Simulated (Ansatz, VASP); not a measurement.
# SrO: VASP beside Ansatz

Wanted: the spread between two codes on one cell, functional and k mesh. The cell is taken from a series of VASP runs on this material, whose earlier steps may have relaxed, scaled or displaced it; both programs get it as it stands.

Program: Ansatz 0.2.0. Level of theory: plane waves, with VASP 6.6.1 beside it; relaxation of cell and atoms at PBE and relaxation of cell and atoms at PBEsol with D3(BJ). Results are calculated unless marked as measured.

## (1) The structure

Symmetry: Fm-3m, No. 225, cubic system. The conventional cell has a = 5.183 Å, b = 5.183 Å, c = 5.183 Å, α = 90.00°, β = 90.00°, γ = 90.00°. Sr has 6 O at 2.59 Å nearest. Nearest to O lie 6 Sr at 2.59 Å. Farther neighbours and most contacts between anions are not listed.

Coordinates:

```
Sr O
1.0
     0.00000    2.59171    2.59171
     2.59171    0.00000    2.59171
     2.59171    2.59171    0.00000
Sr O
1 1
Direct
  0.50000 0.50000 0.50000
  0.00000 0.00000 0.00000
```

## (2) VASP: relaxation of cell and atoms, PBE

The relaxed volume is the usual yardstick between codes: its relative difference is about their pressure difference at one cell divided by the bulk modulus.

Lines of VASP's logs that name or quote its potential files are left out, and so is its time.

INCAR reads:

```
SYSTEM = SrO
PREC = Accurate
ENCUT = 520
EDIFF = 1E-06
NELM = 100
ISMEAR = 0
SIGMA = 0.03
LREAL = .FALSE.
ALGO = Normal
GGA = PE
NBANDS = 14
LORBIT = 11
LWAVE = .FALSE.
LCHARG = .FALSE.
KPAR = 4
IBRION = 2
NSW = 50
ISIF = 3
EDIFFG = -0.006
```

POSCAR reads:

```
SrO
1.0
    0.0000000000      2.5917105635      2.5917105635
    2.5917105635      0.0000000000      2.5917105635
    2.5917105635      2.5917105635      0.0000000000
Sr O
1 1
Direct
    0.5000000000      0.5000000000      0.5000000000
    0.0000000000      0.0000000000      0.0000000000
```

KPOINTS reads:

```
Automatic mesh
0
Gamma
8 8 8
0 0 0
```

The projector-augmented-wave data sets are Sr_sv and O (PBE family, release 64).

Command:

```
> mpirun -np 4 vasp_std
```

Numbers of over 12 decimals in the logs are rounded to 6 here.

What it wrote:

```text
[banner, memory and clock lines left out]
running    4 mpi-ranks, on    1 nodes
 distrk:  each k-point on    1 cores,    4 groups
 distr:  one band on    1 cores,    1 groups

 POSCAR found type information on POSCAR SrO
 POSCAR found :  2 types and       2 ions
 LDA part: xc-table for (Slater+PW92), standard interpolation
 POSCAR, INCAR and KPOINTS ok, starting setup
 FFT: planning ... GRIDC
 FFT: planning ... GRID_SOFT
 FFT: planning ... GRID
 WAVECAR not read
 entering main loop
       N       E                     dE             d eps       ncg     rms          rms(c)
DAV:   1     0.633475509483E+02    0.63348E+02   -0.77988E+03   812   0.107E+03
DAV:   2    -0.105499422071E+02   -0.73897E+02   -0.68269E+02  1128   0.224E+02
DAV:   3    -0.141942389993E+02   -0.36443E+01   -0.36276E+01  1184   0.433E+01
DAV:   4    -0.142522582662E+02   -0.58019E-01   -0.58007E-01  1020   0.402E+00
DAV:   5    -0.142528816420E+02   -0.62338E-03   -0.62337E-03  1046   0.343E-01    0.157E+01
DAV:   6    -0.122001889090E+02    0.20527E+01   -0.73684E+00   854   0.207E+01    0.188E+01
DAV:   7    -0.120618002043E+02    0.13839E+00   -0.38377E-01   944   0.537E+00    0.108E+01
DAV:   8    -0.120509888611E+02    0.10811E-01   -0.12463E-01   950   0.368E+00    0.542E-01
DAV:   9    -0.120527314718E+02   -0.17426E-02   -0.65597E-03  1176   0.536E-01    0.243E-01
DAV:  10    -0.120531741520E+02   -0.44268E-03   -0.44661E-04   854   0.221E-01    0.123E-01
DAV:  11    -0.120533460367E+02   -0.17188E-03   -0.18161E-04   860   0.104E-01    0.394E-02
DAV:  12    -0.120533634340E+02   -0.17397E-04   -0.30800E-05   872   0.432E-02    0.427E-02
DAV:  13    -0.120533637549E+02   -0.32093E-06   -0.24833E-06   896   0.143E-02
   1 F= -.12053364E+02 E0= -.12053364E+02  d E =-.120534E+02
 curvature:   0.00 expect dE= 0.000E+00 dE for cont linesearch  0.000E+00
 trial: gam= 0.00000 g(F)=  0.366E-65 g(S)=  0.411E-02 ort = 0.000E+00 (trialstep = 0.100E+01)
 search vector abs. value=  0.411E-02
 bond charge predicted
       N       E                     dE             d eps       ncg     rms          rms(c)
DAV:   1    -0.120874824282E+02   -0.34119E-01   -0.66191E-01  1012   0.685E+00    0.163E+00
DAV:   2    -0.120610593043E+02    0.26423E-01   -0.96963E-02   962   0.255E+00    0.510E-01
DAV:   3    -0.120552546702E+02    0.58046E-02   -0.96770E-03  1216   0.104E+00    0.498E-01
DAV:   4    -0.120542536081E+02    0.10011E-02   -0.54960E-03  1290   0.494E-01    0.376E-01
DAV:   5    -0.120545417748E+02   -0.28817E-03   -0.33466E-04  1284   0.134E-01    0.141E-01
DAV:   6    -0.120546370532E+02   -0.95278E-04   -0.34254E-04  1330   0.106E-01    0.178E-02
DAV:   7    -0.120546364263E+02    0.62695E-06   -0.34526E-06   834   0.178E-02
   2 F= -.12054636E+02 E0= -.12054636E+02  d E =-.127267E-02
 trial-energy change:   -0.001273  1 .order   -0.001330   -0.004109    0.001450
 step:   0.7270(harm=  0.7392)  dis= 0.00000  next Energy=   -12.054835 (dE=-0.147E-02)
 bond charge predicted
       N       E                     dE             d eps       ncg     rms          rms(c)
DAV:   1    -0.120572962100E+02   -0.26592E-02   -0.49678E-02  1036   0.188E+00    0.464E-01
DAV:   2    -0.120553067749E+02    0.19894E-02   -0.71607E-03   956   0.695E-01    0.139E-01
DAV:   3    -0.120548759584E+02    0.43082E-03   -0.72309E-04  1226   0.281E-01    0.119E-01
DAV:   4    -0.120548030494E+02    0.72909E-04   -0.43854E-04  1272   0.140E-01    0.921E-02
DAV:   5    -0.120548313316E+02   -0.28282E-04   -0.20421E-05  1278   0.370E-02    0.280E-02
DAV:   6    -0.120548419707E+02   -0.10639E-04   -0.22799E-05  1348   0.290E-02    0.609E-03
DAV:   7    -0.120548426806E+02   -0.70983E-06   -0.31838E-07   550   0.602E-03
   3 F= -.12054843E+02 E0= -.12054843E+02  d E =-.147893E-02
 curvature:  -0.37 expect dE=-0.187E-07 dE for cont linesearch -0.187E-07
 trial: gam= 0.00000 g(F)=  0.124E-58 g(S)=  0.508E-07 ort =-0.144E-04 (trialstep = 0.945E+00)
 search vector abs. value=  0.509E-07
 reached required accuracy - stopping structural energy minimisation
```

OUTCAR, selected parts (step 2):

```text
ion  position               nearest neighbor table
   1  0.500  0.500  0.500-   2 2.59   2 2.59   2 2.59   2 2.59   2 2.59   2 2.59
   2  0.000  0.000  0.000-   1 2.59   1 2.59   1 2.59   1 2.59   1 2.59   1 2.59

  LATTYP: Found a face centered cubic cell.
 ALAT       =     5.1834211270

 Subroutine GETGRP returns: Found 48 space group operations
 (whereof 48 operations were pure point group operations)

The static configuration has the point symmetry O_h .

 Found     29 irreducible k-points:

   k-points           NKPTS =     29   k-points in BZ     NKDIM =     29   number of bands    NBANDS=     14

   dimension x,y,z NGX =    28 NGY =   28 NGZ =   28
   dimension x,y,z NGXF=    56 NGYF=   56 NGZF=   56

   ENCUT  =  520.0 eV  38.22 Ry    6.18 a.u.   6.81  6.81  6.81*2*pi/ulx,y,z

   NELECT =      16.0000    total number of electrons

 k-points in reciprocal lattice and weights: Automatic mesh
   0.00000000  0.00000000  0.00000000       0.002
   0.12500000  0.00000000  0.00000000       0.016
   0.25000000  0.00000000  0.00000000       0.016
   0.37500000  0.00000000  0.00000000       0.016
   0.50000000  0.00000000  0.00000000       0.008
   0.12500000  0.12500000  0.00000000       0.012
   0.25000000  0.12500000  0.00000000       0.047
   0.37500000  0.12500000  0.00000000       0.047
   0.50000000  0.12500000  0.00000000       0.047
[...]
-0.37500000  0.50000000  0.12500000       0.023
  -0.25000000  0.50000000  0.25000000       0.012

 average (electrostatic) potential at core
       1 -36.8243       2 -70.9199

 E-fermi :   1.6336

 k-point     1 :       0.0000    0.0000    0.0000
  band No.  band energies     occupation
    ...
      4     -12.6991      2.00000
      5     -12.6991      2.00000
      6       1.4944      2.00000
      7       1.4944      2.00000
      8       1.4944      2.00000
      9       5.2212      0.00000
     10       7.6225      0.00000
     11       7.6225      0.00000
     12       7.6225      0.00000
     13       9.7091      0.00000
    ...

 k-point     2 :       0.1250    0.0000    0.0000
  band No.  band energies     occupation
    ...
      4     -12.7104      2.00000
      5     -12.3674      2.00000
      6       1.0512      2.00000
      7       1.3103      2.00000
      8       1.3103      2.00000
      9       5.9061      0.00000
     10       7.4753      0.00000
     11       7.9155      0.00000
     12       7.9155      0.00000
     13      10.0919      0.00000
    ...

 k-point     3 :       0.2500    0.0000    0.0000
  band No.  band energies     occupation
    ...
      4     -12.7372      2.00000
      5     -11.9220      2.00000
      6       0.2523      2.00000
      7       0.9113      2.00000
      8       0.9113      2.00000
      9       7.3087      0.00000
     10       7.5011      0.00000
     11       8.7089      0.00000
     12       8.7089      0.00000
     13      11.0531      0.00000
    ...

  Total       -0.0008378     -0.0008378     -0.0008378      0.0000000      0.0000000      0.0000000
  in kB       -0.0380732     -0.0380732     -0.0380732      0.0000000      0.0000000      0.0000000
  external PRESSURE =      -0.0380732 kB  Pullay stress =       0.0000000 kB

  energy-cutoff  :      520.00
  volume of cell :       35.26
      direct lattice vectors                 reciprocal lattice vectors
     0.000000000  2.602540468  2.602540468    -0.192119971  0.192119971  0.192119971
     2.602540468  0.000000000  2.602540468     0.192119971 -0.192119971  0.192119971
     2.602540468  2.602540468 -0.000000000     0.192119971  0.192119971 -0.192119971

 POSITION                                       TOTAL-FORCE (eV/Angst)
 -----------------------------------------------------------------------------------
      2.60254      2.60254      2.60254         0.000000      0.000000      0.000000
      0.00000      0.00000     -0.00000        -0.000000     -0.000000     -0.000000
 -----------------------------------------------------------------------------------
    total drift:                                0.000000      0.000000      0.000000

  FREE ENERGIE OF THE ION-ELECTRON SYSTEM (eV)
  ---------------------------------------------------
  free  energy   TOTEN  =       -12.0548426806 eV

  energy  without entropy=      -12.0548426806  energy(sigma->0) =      -12.05484268

 reached required accuracy - stopping structural energy minimisation

 total charge
# of ion       s       p       d       tot
------------------------------------------
    1        2.015   5.807   0.242   8.063
    2        1.552   3.409   0.000   4.961
--------------------------------------------------
tot          3.566   9.215   0.242  13.024

[... 3 further parts left out ...]
```

CONTCAR:

```
SrO
   1.00000000000000
     0.0000000000000000    2.6025404682877751    2.6025404682877751
     2.6025404682877751    0.0000000000000000    2.6025404682877751
     2.6025404682877751    2.6025404682877751   -0.0000000000000000
  Sr              O
     1     1
Direct
     0.5000000000000000    0.5000000000000000    0.5000000000000000
     0.0000000000000000    0.0000000000000000    0.0000000000000000
```

## (3) Ansatz: relaxation of cell and atoms, PBE

Ansatz runs on its default PAW (the set named soft_2) files.

The same cell, functional, mesh and smearing now go to Ansatz, which takes its cutoff from its data sets.

input.yaml reads:

```yaml
crystal:
  lattice:
    - [0.0, 2.5917105635, 2.5917105635]
    - [2.5917105635, 0.0, 2.5917105635]
    - [2.5917105635, 2.5917105635, 0.0]
  atoms:
    - { symbol: Sr, position: [0.5, 0.5, 0.5] }
    - { symbol: O, position: [0.0, 0.0, 0.0] }
hamiltonian:
  xc: pbe
  pseudopotentials: { kind: paw }
kpoints:
  mp_grid: { grid: [8, 8, 8] }
scf:
  occupations: { method: gaussian, width: 0.03 }
relax:
  f_tol: 0.01
  max_steps: 60
  cell: { stress_tol: 0.05 }
output:
  forces: true
  stress: true
```

Command:

```
> ansatz run input.yaml --threads 4 --pin off --max-ram 9216MiB --backend cpu --events-out ev --progress --plain --runs-dir out
```

What it wrote:

```text
Engine: ansatz 0.2.0, aarch64-unknown-linux-gnu
Pseudopotentials: kind: paw
Pseudopotential: Sr, paw, valence charge 10, recommended cutoff 420 eV (normal), Sr.paw.azcp
Pseudopotential: O, paw, valence charge 6, recommended cutoff 420 eV (normal), O.paw.azcp
Functional definition: PBE
  parameter kappa = 0.804
  parameter beta = 0.066725
  exchange = pbe_x(kappa = kappa, mu = beta*pi^2/3)
  correlation = pbe_c(beta = beta)
Crystal: 2 atoms, lattice volume = 34.817 Å³
Basis set: ecut = 420 eV, 701 PW (Γ), exchange–correlation on 50×50×50 points (8 copies of the dense FFT grid, shifted against one another)
Bands: 12, of which v1, the nominal top of the filled ones, is band 8 counted from 1 (7 counted from 0)
Symmetry: 48 space group operations
Space group: Fm-3m (ITA 225), of the structure as read, at distance tolerance 3.3e-5 Å
k-points: 29 of 512
Non-local potential: Sr, projectors of the file, l = 0: 3, l = 1: 2, l = 2: 2
Non-local potential: O, projectors of the file, l = 0: 2, l = 1: 2, l = 2: 1
PAW form: soft (Blöchl's): semilocal exchange-correlation on the pseudo side does not see the compensation charge
PAW one-centre angular grid: Sr, 110 points (default); XC on 64 Gauss nodes
PAW one-centre angular grid: O, 110 points (default); XC on 64 Gauss nodes
Initial density: superposition of atomic densities (neutral atoms: chi_scale 0, normalization atom), corrected by the library's trained network
Initial wavefunctions: pseudopotential atomic-orbital guess
Functional: x = pbe(κ = 0.804, μ = 0.219515), c = pbe(β = 0.066725)
SCF iter   1: F=—  HF=-4114.627020 eV  |F-HF|=—  |Δ(HF+E_count)|=         —  Δρ=3.64e-4  dr2=6.59e-6  ethr=1.77e-3  ⟨swp⟩=8.7  Hψ=2776  notcnv=0
preconditioner: auto → none  [insulator: Δε(μ)=3.315 eV  Ē_g=16.095 eV  σ=0.030 eV  W_gap=1.00  n_scr=8 (ndim 8)  ℏωp=23.5 eV  f_vac=0.000  D(μ)=0.00/eV (n_scr^D=0)  ε∞_Penn≈3.1]
SCF iter   2: F=—  HF=-4114.628189 eV  |F-HF|=—  |Δ(HF+E_count)|=   1.17e-3  Δρ=4.27e-4  dr2=6.87e-5  ethr=4.12e-8  ⟨swp⟩=4.3  Hψ=1255  notcnv=0
SCF iter   3: F=—  HF=-4114.628214 eV  |F-HF|=—  |Δ(HF+E_count)|=   2.56e-5  Δρ=1.80e-4  dr2=9.58e-6  ethr=4.12e-8  ⟨swp⟩=2.3  Hψ=586  notcnv=0
SCF iter   4: F=—  HF=-4114.628240 eV  |F-HF|=—  |Δ(HF+E_count)|=   2.54e-5  Δρ=4.73e-5  dr2=7.83e-7  ethr=4.12e-8  ⟨swp⟩=3.0  Hψ=589  notcnv=0
SCF iter   5: F=—  HF=-4114.628240 eV  |F-HF|=—  |Δ(HF+E_count)|=   2.39e-7  Δρ=2.77e-5  dr2=3.11e-7  ethr=4.89e-9  ⟨swp⟩=1.0  Hψ=348  notcnv=0
SCF iter   6: F=-4114.628240 eV  HF=-4114.628240 eV  |F-HF|=7.24e-8  |Δ(HF+E_count)|=   4.34e-8  Δρ=1.39e-5  dr2=8.13e-8  ethr=6.25e-10  ⟨swp⟩=3.9  Hψ=1321  notcnv=0
SCF 1 converged in 6 iterations: F = -4114.628240 eV  dr2 = 8.13e-8
  greatest PAW one-centre occupation: 0.987 electrons in one spin orbital (limit 2), on the Sr atom at site 0 (counted from 0), in its partial waves of l = 0
relax step   1: F+E_penalty+E_count = -4114.62823969 eV  Δ(F+E_penalty+E_count) = +0.000e0 eV  max|allowed force component| = 5.128e-30 eV/Å  Δτ_max = 0.0000 Å  P = +0.574 GPa  Ω = 34.817 Å³  (6 SCF iters, dr2 threshold 1.00e-7 eV, accepted)
[...]
relax step   2: F+E_penalty+E_count = -4114.62719333 eV  Δ(F+E_penalty+E_count) = +1.046e-3 eV  max|allowed force component| = 5.522e-30 eV/Å  Δτ_max = 0.0000 Å  P = -0.581 GPa  Ω = 35.273 Å³  energy of the carried Pulay correction = -1.019e-3 eV  (6 SCF iters, dr2 threshold 2.00e-7 eV, rejected (line search))
[...]
relax step   3: F+E_penalty+E_count = -4114.62813318 eV  Δ(F+E_penalty+E_count) = +1.065e-4 eV  max|allowed force component| = 5.128e-30 eV/Å  Δτ_max = 0.0000 Å  P = -0.005 GPa  Ω = 35.042 Å³  energy of the carried Pulay correction = -5.045e-4 eV  (6 SCF iters, accepted)
[...]
relax step   4: F+E_penalty+E_count = -4114.62870887 eV  Δ(F+E_penalty+E_count) = -5.757e-4 eV  max|allowed force component| = 3.550e-30 eV/Å  Δτ_max = 0.0000 Å  P = +0.021 GPa  Ω = 35.042 Å³  stress off target by 2.14e-2 GPa  SCF on the basis re-selected at this cell (its energy is not comparable with the rows above)  (8 SCF iters)
basis re-selected at this cell: Δ(F+E_penalty+E_count) = -5.757e-4 eV, ΔP = +0.027 GPa vs the last step (what re-selecting the basis moved, of the pressure what is left beyond the Pulay correction that the steps carried, after the strain that the cell walked since its last selection, with what the two solves' SCF thresholds leave and, on support functions, any second-order correction that the steps lacked; it is no m [...]
SCF converged after 8 iterations
Free energy (F): -4114.628709 eV
Harris-Foulkes:  -4114.628709 eV  (|F-HF|=1.82e-12)
Internal energy: -4114.628709 eV  (E = F + TS)
E sigma→0 (E₀):  -4114.628709 eV
Fermi energy:    9.270623 eV
--- Per-component energies (eV) ---
  E_band       = -63.889065
  E_kinetic    = 422.145233
  E_local      = -878.432217  (includes V_loc(G=0)·N_el)
  E_nonlocal   = 250.054387
  E_hartree    = 238.492535
  E_xc         = -249.125491
  E_vxc        = -258.827471  (∫ρ·V_xc dr)
  E_paw        = -2852.272186  (= ΣΔE_a)
  E_vpaw       = -75.816434  (= ΣTr[D̂ρ^β])
  E_aug_tail   = 0.002366  (compensation charges beyond the density's cutoff)
  E_ewald      = -1045.493336
  E_smearing   = -0.000000  (= −TS)
  E_closure    = 0.000000  (closes the sum)
  Σ components = -4114.628709   (vs F -4114.628709, Δ=0.00e0)
--- Forces (eV/Å), atoms counted from 1 ---
  atom   1  Sr    -0.00000000     0.00000000    -0.00000000
  atom   2  O     -0.00000000     0.00000000     0.00000000
  max |Σ_I F_I| component: 9.73e-30 eV/Å
--- Stress (GPa, compression-positive) ---
        0.021376      -0.000000      -0.000000
       -0.000000       0.021376      -0.000000
       -0.000000      -0.000000       0.021376
  P = ⅓ Tr σ = 0.0214 GPa (0.214 kbar)
--- Relaxed structure (3 steps of the walk, 2 accepted, 1 SCFs on fresh bases) ---
  F+E_penalty+E_count = -4114.62870887 eV   max|allowed force component| = 3.550e-30 eV/Å   (the final SCF, on the basis selected at the relaxed cell)
  cell:  # Å, volume = 35.0421 Å³
    - [0, 2.597287, 2.597287]
    - [2.597287, 0, 2.597287]
    - [2.597287, 2.597287, 0]
  atoms:
    - { symbol: Sr, position: [0.500000, 0.500000, 0.500000] }
    - { symbol: O, position: [0, 0, 0] }
```

Elapsed: 1.2 s, on 4 threads of Arm Neoverse V2, shared host; peak memory 0.28 GiB; 3.5 s of CPU time.

## (4) Differences

Known differences besides the potentials themselves: both relaxations stop at a tolerance, which leaves soft axes loose, and VASP keeps its plane-wave basis; the cutoff is 420 eV in Ansatz and 520 eV in VASP; VASP leaves aspherical gradient terms in its spheres out (LASPH is not set), Ansatz keeps them; Ansatz adds a Pulay correction to the stress that steers its cell, VASP none. Total energies have different zeros and are not compared.

The two programs side by side:

| quantity | Ansatz | VASP | difference |
| --- | --- | --- | --- |
| volume (Å³) | 35.04 | 35.26 | -0.60 % |
| edge a after relaxation, in the typed setting (Å) | 3.673 | 3.680 | -0.20 % |

The walks stopped with 0.02 GPa left in Ansatz and 0.00 GPa in VASP; each walk ends within a tolerance, so the volume difference is uncertain by about these residues over the bulk modulus, most in soft cells.

(Continued in part 2 of 2.)

[Lines on the potential files, build, host, timing and source positions are cut from VASP's logs without a mark.]

[Logs are printed without paths, hosts, clocks, repeated set-up lines and the standing remarks that a program may print on its own settings, such as how far it seeks lower states.]

[Hosts, paths, dates, database ids (printed as entryN), source tags and the programs' standing remarks are cut or masked in the printed files.]
